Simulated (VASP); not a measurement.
Wanted: the native input for a VASP 6.6.1 run.

```
Task                   : relaxation of cell and atoms
Functional             : PBE
Dispersion             : TS-HI
Potentials or basis    : VASP PAW PBE potentials, release 64 (Tl_d)
Cutoff                 : 600 eV
k mesh                 : 7 × 7 × 7
Occupations            : methfessel-paxton, width 0.1 eV
Spin                   : spin-orbit coupling, no magnetisation
Further INCAR settings : ALGO = Normal; EDIFF = 1e-06; IBRION = 2; EDIFFG = -0.01; NSW = 60; ISIF = 3
```

The structure of Tl lies in POSCAR:

```
Tl
3.3879
   -0.577347375513      0.577347375513      0.577347375513
    0.577347375513     -0.577347375513      0.577347375513
    0.577347375513      0.577347375513     -0.577347375513
Tl
1
Direct
    0.0000000000      0.0000000000      0.0000000000
```

This isn't the form of Tl at room conditions, which is hcp.

One way to write it, as run:

INCAR

```
SYSTEM = Tl
PREC     = Accurate       ! precision mode
ENCUT    = 600            ! plane-wave cutoff, eV
EDIFF    = 1E-6           ! SCF threshold, eV
ISMEAR   = 1              ! smearing method
SIGMA    = 0.1            ! smearing width, eV
LREAL    = .False.        ! projectors in reciprocal space
LASPH    = .True.         ! aspherical terms in the spheres
NELM     = 60             ! most SCF steps
ALGO     = Normal         ! electronic algorithm
ISIF     = 3              ! what is computed and relaxed
LWAVE    = .False.        ! write WAVECAR
LCHARG   = .False.        ! write CHGCAR
LNONCOLLINEAR= .True.         ! non-collinear magnetism
MAGMOM   = 0 0 0          ! initial moments
LORBIT   = 11             ! projections on sites
LSORBIT  = .True.         ! spin-orbit coupling
GGA_COMPAT= .False.      
GGA      = PE             ! functional
IVDW     = 21             ! dispersion correction
IBRION   = 2              ! ionic algorithm
NSW      = 60             ! ionic steps
EDIFFG   = -0.01          ! ionic threshold
```

KPOINTS

```
Automatic mesh
0
Gamma
  7 7 7
  0 0 0
```

Potentials or basis: VASP PAW PBE potentials, release 64 (Tl_d).

Run with:

```bash
$ cat potpaw_PBE.64/Tl_d/POTCAR > POTCAR
$ mpirun -np 1 vasp_ncl > vasp.out
```

It gave:

```json
{
  "Relaxed volume": "30.71 Å³/atom",
  "Relaxed cell": "a = 3.417 Å, b = 3.417 Å, c = 3.417 Å, α = 109.47°, β = 109.47°, γ = 109.47°",
  "Space group after relaxing (to 0.05 Å)": "Im-3m (No. 229)",
  "Energy gained by relaxing": "1.8 meV/atom",
  "Ionic steps": "4",
  "Pressure after relaxing": "0.0 GPa",
  "Valence electrons inside the program's atomic spheres": "Tl 11.20",
  "Dispersion energy per atom": "-0.480 eV"
}
```

It took 2.1 min on 1 thread of Intel(R) Xeon(R) Platinum 8488C (Sapphire Rapids) (shared host), peak memory 0.26 GiB.
